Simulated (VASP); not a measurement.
# Ge (P6_3/mmc) in VASP: a series of runs

Aim: see how the results for Ge move with the level of theory and the settings. Levels: PBE, LDA, PBEsol. Tasks: relaxation of cell and atoms.

All numbers are computed with VASP 6.6.1; they aren't measurements. Logs are shortened: lines on timing, memory, paths and dates and some standing lists are left out, and cuts for length are marked.

**1. The structure**

The structure is hexagonal, space group P6_3/mmc (No. 194). The conventional cell has a = 4.056 Å, b = 4.056 Å, c = 6.692 Å, α = 90.00°, β = 90.00°, γ = 120.00°. Ge (site symmetry 3m) has 4 Ge at 2.49 to 2.50 Å as nearest neighbours.

This isn't the form of Ge at room conditions, which is diamond.

**2. Relaxation of cell and atoms, PBE**

The input, INCAR:

```
PREC = Accurate
ENCUT = 600
EDIFF = 1E-7
ISMEAR = 0
SIGMA = 0.03
LREAL = F
LASPH = T
NELM = 80
ALGO = Normal
ISIF = 3
LWAVE = F
LCHARG = F
GGA = PE
IBRION = 2
NSW = 90
EDIFFG = -0.005
```

The input, KPOINTS:

```
Automatic mesh
0
Gamma
  12 12 5
```

The input, POSCAR:

```
Ge                                      
1.0
    4.0558040639     -0.0000000000     -0.0000000000
   -2.0279020320      3.5124293522     -0.0000000000
   -0.0000000000     -0.0000000000      6.6916818359
  Ge            
     4
Direct
     0.6666666699999979    0.3333333300000021    0.0628646157654320
     0.3333333300000021    0.6666666699999979    0.5628646157654321
     0.6666666699999979    0.3333333300000021    0.4371353842345680
     0.3333333300000021    0.6666666699999979    0.9371353842345679
```

Potentials or basis: VASP PAW PBE potentials, release 64 (Ge_d).

Command:

```console
> cat potpaw_PBE.64/Ge_d/POTCAR > POTCAR
> mpirun -np 1 vasp_std > vasp.out
```

OUTCAR:

```text
PREC = Accurate
   ENCUT = 600
   EDIFF = 1E-7
   ISMEAR = 0
   LREAL = F
   LASPH = T
   NELM = 80
   ISIF = 3
   GGA = PE
   IBRION = 2
   NSW = 90
   EDIFFG = -0.005

 ion  position               nearest neighbor table
   1  0.667  0.333  0.063-   4 2.49   4 2.49   4 2.49   3 2.50
   2  0.333  0.667  0.563-   3 2.49   3 2.49   3 2.49   4 2.50
   3  0.667  0.333  0.437-   2 2.49   2 2.49   2 2.49   1 2.50
   4  0.333  0.667  0.937-   1 2.49   1 2.49   1 2.49   2 2.50

  LATTYP: Found a hexagonal cell.
 ALAT       =     4.0558040639
 C/A-ratio  =     1.6499026409

  Lattice vectors:

 A1 = (   4.0558040639,   0.0000000000,   0.0000000000)
 A2 = (  -2.0279020320,   3.5124293522,   0.0000000000)
 A3 = (   0.0000000000,   0.0000000000,   6.6916818359)

Analysis of symmetry for initial positions (statically):
=====================================================================
 Subroutine PRICEL returns:
 Original cell was already a primitive cell.

 Routine SETGRP: Setting up the symmetry group for a
 hexagonal supercell.

 Subroutine GETGRP returns: Found 24 space group operations
 (whereof 12 operations were pure point group operations)
 out of a pool of 24 trial point group operations.

The static configuration has the point symmetry D_3d.
 The point group associated with its full space group is D_6h.

Analysis of symmetry for dynamics (positions and initial velocities):
=====================================================================
 Subroutine PRICEL returns:
 Original cell was already a primitive cell.

 Routine SETGRP: Setting up the symmetry group for a
 hexagonal supercell.

 Subroutine GETGRP returns: Found 24 space group operations
 (whereof 12 operations were pure point group operations)
 out of a pool of 24 trial point group operations.

The dynamic configuration has the point symmetry D_3d.
 The point group associated with its full space group is D_6h.

 Subroutine INISYM returns: Found 24 space group operations
 (whereof 12 operations are pure point group operations),
 and found     1 'primitive' translations

----------------------------------------------------------------------------------------

                                     Primitive cell

  volume of cell :      95.3279

  direct lattice vectors                    reciprocal lattice vectors
     4.055804064  0.000000000  0.000000000     0.246560234  0.142351618  0.000000000
    -2.027902032  3.512429352  0.000000000     0.000000000  0.284703235  0.000000000
     0.000000000  0.000000000  6.691681836     0.000000000  0.000000000  0.149439263

  length of vectors
     4.055804064  4.055804064  6.691681836     0.284703235  0.284703235  0.149439263

  position of ions in fractional coordinates (direct lattice)
     0.666666670  0.333333330  0.062864616
     0.333333330  0.666666670  0.562864616
     0.666666670  0.333333330  0.437135384
     0.333333330  0.666666670  0.937135384

  ion indices of the primitive-cell ions
   primitive index   ion index
                 1           1
                 2           2
                 3           3
                 4           4

----------------------------------------------------------------------------------------

 KPOINTS: Automatic mesh

Automatic generation of k-mesh.
 Grid dimensions read from file:
 generate k-points for:   12   12    5

 Generating k-lattice:

  Cartesian coordinates                     Fractional coordinates (reciprocal lattice)
     0.020546686  0.011862635  0.000000000     0.083333333  0.000000000  0.000000000
     0.000000000  0.023725270  0.000000000     0.000000000  0.083333333  0.000000000
     0.000000000  0.000000000  0.029887853     0.000000000  0.000000000  0.200000000

  Length of vectors
     0.023725270  0.023725270  0.029887853

  Shift w.r.t. Gamma in fractional coordinates (k-lattice)
     0.000000000  0.000000000  0.000000000

 Subroutine IBZKPT returns following result:
 ===========================================

 Found     57 irreducible k-points:

 Following reciprocal coordinates:
            Coordinates               Weight
  0.000000  0.000000  0.000000      1.000000
  0.083333  0.000000  0.000000      6.000000
  0.166667  0.000000  0.000000      6.000000
  0.250000  0.000000  0.000000      6.000000
  0.333333  0.000000  0.000000      6.000000
  0.416667  0.000000  0.000000      6.000000
[... 16 lines left out ...]
  0.250000  0.000000  0.200000     12.000000
  0.333333  0.000000  0.200000     12.000000
 [... further k-points ...]
   k-points           NKPTS =     57   k-points in BZ     NKDIM =     57   number of bands    NBANDS=     33
   number of dos      NEDOS =    301   number of ions     NIONS =      4
   total plane-waves  NPLWV =  55296
   dimension x,y,z NGX =    32 NGY =   32 NGZ =   54
   dimension x,y,z NGXF=    64 NGYF=   64 NGZF=  108
   ions per type =               4
   NGX,Y,Z   is equivalent  to a cutoff of  13.12, 13.12, 13.42 a.u.
   NGXF,Y,Z  is equivalent  to a cutoff of  26.23, 26.23, 26.83 a.u.
 SYSTEM =  unknown system
   PREC   = accura    normal or accurate (medium, high low for compatibility)
   ISTART =      0    job   : 0-new  1-cont  2-samecut
   ICHARG =      2    charge: 1-file 2-atom 10-const
   ISPIN  =      1    spin polarized calculation?
   LNONCOLLINEAR =      F non collinear calculations
   LSORBIT =      F    spin-orbit coupling
   LASPH  =      T    aspherical Exc in radial PAW
   ENCUT  =  600.0 eV  44.10 Ry    6.64 a.u.   8.10  8.10 13.36*2*pi/ulx,y,z
   NELM   =     80;   NELMIN=  2; NELMDL= -5     # of ELM steps
   EDIFF  = 0.1E-06   stopping-criterion for ELM
   LREAL  =      F    real-space projection
   EDIFFG = -.5E-02   stopping-criterion for IOM
   NSW    =     90    number of steps for IOM
   IBRION =      2    ionic relax: 0-MD 1-quasi-New 2-CG
   NFREE  =      1    steps in history (QN), initial steepest desc. (CG)
   ISIF   =      3    stress and relaxation
   ISYM   =      2    0-nonsym 1-usesym 2-fastsym
   POTIM  = 0.5000    time-step for ionic-motion
   TEBEG  =    0.0;   TEEND  =   0.0 temperature during run
   PSTRESS=    0.0 pullay stress
   NELECT =      56.0000    total number of electrons
   NUPDOWN=      -1.0000    fix difference up-down
   EMIN   =  10.00;   EMAX   =-10.00  energy-range for DOS
   EFERMI =   0.00;   METHOD = LEGACY
   ISMEAR =     0;   SIGMA  =   0.03  broadening in eV -4-tet -1-fermi 0-gaus
   EFERMI_NEDOS =   21; number of points for ismear=-14 and -15
   IALGO  =     38    algorithm
   IMIX   =      4    mixing-type and parameters
     AMIX     =   0.40;   BMIX     =  1.00
     AMIX_MAG =   1.60;   BMIX_MAG =  1.00
  volume/ion in A,a.u.               =      23.83       160.83
  Fermi-wavevector in a.u.,A,eV,Ry     =   1.371085  2.590974 25.577221  1.879873
  Thomas-Fermi vector in A             =   2.496813
   LORBIT       =      0    0 simple, 1 ext, 2 COOP (PROOUT), +10 PAW based schemes
   GGA     = PE    functional components
   LHFCALC =     F    Hartree Fock is set to
   AEXX    =    0.0000 exact exchange contribution
   IVDW    =     0    specifies the selected vdW correction
   LEPSILON=     F    determine dielectric tensor
   LRPA    =     F    only Hartree local field effects (RPA)
 conjugate gradient relaxation of ions
 non-spin polarized calculation
 Gauss-broadening in eV      SIGMA  =   0.03
  energy-cutoff  :      600.00
  volume of cell :       95.33
 maximum number of plane-waves:      3204
   NGX = 17   NGY = 17   NGZ = 27

--------------------------------------- Ionic step        1  -------------------------------------------

 number of electron      55.9999997 magnetization

 Free energy of the ion-electron system (eV)
  ---------------------------------------------------
  ext. energy  EPLUGINS =         0.00000000
  ---------------------------------------------------
  free energy    TOTEN  =       -18.00234541 eV

  energy without entropy =      -18.00220248  energy(sigma->0) =      -18.00227394

------------------------ aborting loop because EDIFF is reached ----------------------------------------

  FORCE on cell =-STRESS in cart. coord.  units (eV):
  Direction    XX          YY          ZZ          XY          YZ          ZX
  --------------------------------------------------------------------------------------
  -------------------------------------------------------------------------------------
  Total        0.0567029      0.0567029      0.0272701     -0.0000000      0.0000000      0.0000000
  in kB        0.9530066      0.9530066      0.4583296     -0.0000000      0.0000000      0.0000000
  external PRESSURE =       0.7881143 kB  Pullay stress =       0.0000000 kB

 VOLUME and BASIS-vectors are now :
 -----------------------------------------------------------------------------
  energy-cutoff  :      600.00
  volume of cell :       95.33
      direct lattice vectors                 reciprocal lattice vectors
     4.055804064  0.000000000  0.000000000     0.246560234  0.142351618  0.000000000
    -2.027902032  3.512429352  0.000000000     0.000000000  0.284703235  0.000000000
     0.000000000  0.000000000  6.691681836     0.000000000  0.000000000  0.149439263

 POSITION                                       TOTAL-FORCE (eV/Angst)
 -----------------------------------------------------------------------------------
      2.02790      1.17081      0.42067         0.000000     -0.000000     -0.004527
     -0.00000      2.34162      3.76651        -0.000000      0.000000     -0.004527
      2.02790      1.17081      2.92517         0.000000     -0.000000      0.004527
     -0.00000      2.34162      6.27101        -0.000000      0.000000      0.004527
 -----------------------------------------------------------------------------------
    total drift:                                0.000007     -0.000004      0.000003

  FREE ENERGIE OF THE ION-ELECTRON SYSTEM (eV)
  ---------------------------------------------------
  free  energy   TOTEN  =       -18.0023454131 eV

  energy  without entropy=      -18.0022024756  energy(sigma->0) =      -18.00227394

--------------------------------------- Ionic step        2  -------------------------------------------

 number of electron      55.9999998 magnetization

 Free energy of the ion-electron system (eV)
  ---------------------------------------------------
  ext. energy  EPLUGINS =         0.00000000
  ---------------------------------------------------
  free energy    TOTEN  =       -18.00237650 eV

  energy without entropy =      -18.00223833  energy(sigma->0) =      -18.00230742

 E-fermi :   4.5034     XC(G=0):  -9.6705

 val. band max:        4.4933053081   @ k =   0.0833   0.0000   0.0000
 cond. band min:       4.6456044666   @ k =   0.0000   0.0000   0.0000
 fundamental gap:      0.1522991585
 Fermi energy:         4.5034443007

 k-point     1 :       0.0000    0.0000    0.0000
  band No.  band energies     occupation
      1     -20.2912      2.00000
      2     -20.2912      2.00000
      3     -20.2576      2.00000
      4     -20.2576      2.00000
      5     -20.2576      2.00000
      6     -20.2452      2.00000
[... 25 lines left out ...]
     32       6.8034      0.00000
     33       7.2592      0.00000

 k-point     2 :       0.0833    0.0000    0.0000
  band No.  band energies     occupation
      1     -20.2954      2.00000
      2     -20.2925      2.00000
      3     -20.2616      2.00000
      4     -20.2598      2.00000
      5     -20.2576      2.00000
      6     -20.2400      2.00000
[... 25 lines left out ...]
     32       7.0250      0.00000
     33       7.4994      0.00000
[... 754 lines left out ...]
     32       8.3118      0.00000
     33       8.8959      0.00000

 k-point    24 :       0.3333    0.0000    0.2000
  band No.  band energies     occupation
      1     -20.3042      2.00000
      2     -20.2972      2.00000
      3     -20.2820      2.00000
      4     -20.2769      2.00000
      5     -20.2505      2.00000
      6     -20.2225      2.00000
[... 25 lines left out ...]
     32       8.5834      0.00000
     33       9.1993      0.00000

 [... further k-points ...]

------------------------ aborting loop because EDIFF is reached ----------------------------------------

  FORCE on cell =-STRESS in cart. coord.  units (eV):
  Direction    XX          YY          ZZ          XY          YZ          ZX
  --------------------------------------------------------------------------------------
  -------------------------------------------------------------------------------------
  Total       -0.0060856     -0.0060856     -0.0161191      0.0000000      0.0000000      0.0000000
  in kB       -0.1021078     -0.1021078     -0.2704556      0.0000000      0.0000000      0.0000000
  external PRESSURE =      -0.1582237 kB  Pullay stress =       0.0000000 kB

 VOLUME and BASIS-vectors are now :
 -----------------------------------------------------------------------------
  energy-cutoff  :      600.00
  volume of cell :       95.49
      direct lattice vectors                 reciprocal lattice vectors
     4.058577725 -0.000000000  0.000000000     0.246391733  0.142254333 -0.000000000
    -2.029288862  3.514831413  0.000000000     0.000000000  0.284508667 -0.000000000
     0.000000000  0.000000000  6.693882702    -0.000000000 -0.000000000  0.149390129

 POSITION                                       TOTAL-FORCE (eV/Angst)
 -----------------------------------------------------------------------------------
      2.02929      1.17161      0.42059        -0.000000     -0.000000     -0.003166
     -0.00000      2.34322      3.76753         0.000000     -0.000000     -0.003166
      2.02929      1.17161      2.92635        -0.000000      0.000000      0.003166
     -0.00000      2.34322      6.27329         0.000000      0.000000      0.003166
 -----------------------------------------------------------------------------------
    total drift:                                0.000007     -0.000004      0.000003

  FREE ENERGIE OF THE ION-ELECTRON SYSTEM (eV)
  ---------------------------------------------------
  free  energy   TOTEN  =       -18.0023765049 eV

  energy  without entropy=      -18.0022383272  energy(sigma->0) =      -18.00230742

 reached required accuracy - stopping structural energy minimisation
```

It took 2.7 min on 1 thread of AMD EPYC 9R14 (Zen 4), shared host; peak memory 0.28 GiB.

What came out:

| Item | Value |
| --- | --- |
| Free energy | -18.0024 eV |
| Relaxed volume | 23.87 Å³/atom |
| Relaxed cell | a = 4.059 Å, b = 4.059 Å, c = 6.694 Å, α = 90.00°, β = 90.00°, γ = 120.00° |
| Space group after relaxing (to 0.05 Å) | P6_3/mmc (No. 194) |
| Energy gained by relaxing | 0.0 meV/atom |
| Ionic steps | 2 |
| Pressure after relaxing | 0.0 GPa |
| Largest force after relaxing | 0.003 eV/Å |
| Band gap on the k mesh | none (metal or under the smearing width) |

Forces on the atoms (eV/Å):
```
Ge   0.000  0.000 -0.003
Ge   0.000  0.000 -0.003
Ge   0.000  0.000  0.003
Ge   0.000  0.000  0.003
```

Final structure:
```yaml
crystal:
  lattice:
    - [4.05858, 0.00000, 0.00000]
    - [-2.02929, 3.51483, 0.00000]
    - [0.00000, 0.00000, 6.69388]
  atoms:
    - { symbol: Ge, position: [0.66667, 0.33333, 0.06283] }
    - { symbol: Ge, position: [0.33333, 0.66667, 0.56283] }
    - { symbol: Ge, position: [0.66667, 0.33333, 0.43717] }
    - { symbol: Ge, position: [0.33333, 0.66667, 0.93717] }
```

**3. Relaxation of cell and atoms, LDA**

This run uses another cell than the first one, of 22.83 Å³/atom, 0.958 times its volume.

The input, INCAR:

```
SYSTEM = Ge
PREC = Accurate ; ENCUT = 600
EDIFF = 1E-6 ; ISMEAR = 0
SIGMA = 0.03 ; LREAL = .FALSE.
LASPH = .TRUE. ; NELM = 80
ALGO = Normal ; ISIF = 3
LWAVE = .FALSE. ; LCHARG = .FALSE.
GGA = CA ; IBRION = 2
NSW = 90 ; EDIFFG = -0.01
```

The input, KPOINTS:

```
Automatic mesh
0
G
  12 12 5
  0 0 0
```

The input, POSCAR:

```
Ge
1.0
    3.9975858431      0.0000000000      0.0000000000
   -1.9987929216      3.4620108940      0.0000000000
    0.0000000000      0.0000000000      6.5993779500
Ge
4
Direct
    0.6666666700      0.3333333300      0.0629012500
    0.3333333300      0.6666666700      0.5629012500
    0.6666666700      0.3333333300      0.4370987500
    0.3333333300      0.6666666700      0.9370987500
```

Potentials or basis: VASP PAW LDA potentials, release 64 (Ge_d).

Command:

```console
> cat potpaw_LDA.64/Ge_d/POTCAR > POTCAR
> mpirun -np 1 vasp_std > vasp.out
```

It took 4 min on 1 thread of Intel Xeon 6975P-C (Granite Rapids), shared host; peak memory 0.29 GiB.

The run converged. Its results:

```yaml
Free_energy: -20.7184 eV
Relaxed_volume: 22.22 Å³/atom
Relaxed_cell: a = 3.962 Å, b = 3.962 Å, c = 6.537 Å, α = 90.00°, β = 90.00°, γ = 120.00°
Space_group_after_relaxing_to_0.05_Å: P6_3/mmc (No. 194)
Energy_gained_by_relaxing: 3.6 meV/atom
Ionic_steps: 7
Pressure_after_relaxing: 0.0 GPa
Band_gap_on_the_k_mesh: none (metal or under the smearing width)
```

Forces on the atoms (eV/Å):
```
Ge   0.000  0.000  0.003
Ge   0.000  0.000  0.003
Ge   0.000  0.000 -0.003
Ge   0.000  0.000 -0.003
```

The path:
```
step  energy change (eV)  largest force (eV/Å)  pressure (GPa)  volume (Å³)
   1              0.0000                0.0045           -1.76        91.33
   2             -0.0130                0.0040            0.48        88.06
   3             -0.0146                0.0009            0.10        88.76
   4             -0.0146                0.0004           -0.17        88.90
   5             -0.0146                0.0017            0.07        88.82
   6             -0.0146                0.0017           -0.18        88.94
   7             -0.0146                0.0026            0.03        88.86
```

Final structure:
```
Ge
1.0
     3.96188    0.00000    0.00000
    -1.98094    3.43109    0.00000
     0.00000    0.00000    6.53726
Ge
4
Direct
  0.66667 0.33333 0.06288
  0.33333 0.66667 0.56288
  0.66667 0.33333 0.43712
  0.33333 0.66667 0.93712
```

Levels at points of the mesh, in eV from the Fermi level:
```tsv
k point	band 25	band 26	band 27	band 28	band 29	band 30	band 31	band 32
(0.00, 0.00, 0.00)	-1.53	-0.18	-0.13	0.07	0.11	0.11	2.23	2.23
(0.50, 0.00, 0.00)	-4.74	-3.17	-2.94	-1.50	0.41	1.64	3.48	3.69
```

[end of part 1 of 2]
